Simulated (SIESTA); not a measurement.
AgCl (Chlorargyrite) under changes of volume

One of the cells (20.458 Å³/atom); the others are scaled copies at fixed shape and fractional positions:

```
CELL_PARAMETERS angstrom
0.00000 2.73500 2.73500
2.73500 0.00000 2.73500
2.73500 2.73500 0.00000
ATOMIC_POSITIONS crystal
Ag 0.00000 0.00000 0.00000
Cl 0.50000 0.50000 0.50000
```

* Program: SIESTA 5.4.2
* Functional: PBEsol
* Potentials or basis: PseudoDojo 0.4 standard (PBEsol files)
* Basis: DZP (energy shift 0.003 Ry; two zetas on semicore shells)
* Grid cutoff: 800 Ry
* Energy shift: 0.003 Ry
* k mesh: 8 × 8 × 8
* Occupations: fermi-dirac, width 0.05 eV
* Spin: no spin polarisation

```csv
volume (Å³/atom),energy over the lowest point (meV/atom),pressure (GPa)
19.231,11.63,3.8
19.640,4.06,2.1
20.049,0.40,0.8
20.458,0.00,-0.4
20.868,2.76,-1.5
21.277,?,?
21.686,15.44,-3.4
```

Question: What does the run at 21.277 Å³/atom give?

Answer: Energy over the lowest point 7.94 meV/atom; pressure -2.5 GPa.

Worked out: A Birch-Murnaghan fit of order 3 (a polynomial in V^(-2/3)) to the other rows has its minimum at 20.29 Å³/atom with B0 = V·E''(V) = 61 GPa and B' = 5.7. It gives 7.96 meV/atom at 21.277 Å³/atom, against the run's 7.94, and -dE/dV = -2.5 GPa, against -2.5.

Energies are extrapolated to zero smearing.

Caveats: short orbitals over semicore shells can move pressures by several GPa; the basis of atomic orbitals isn't converged, which shifts pressures, moduli and gaps.
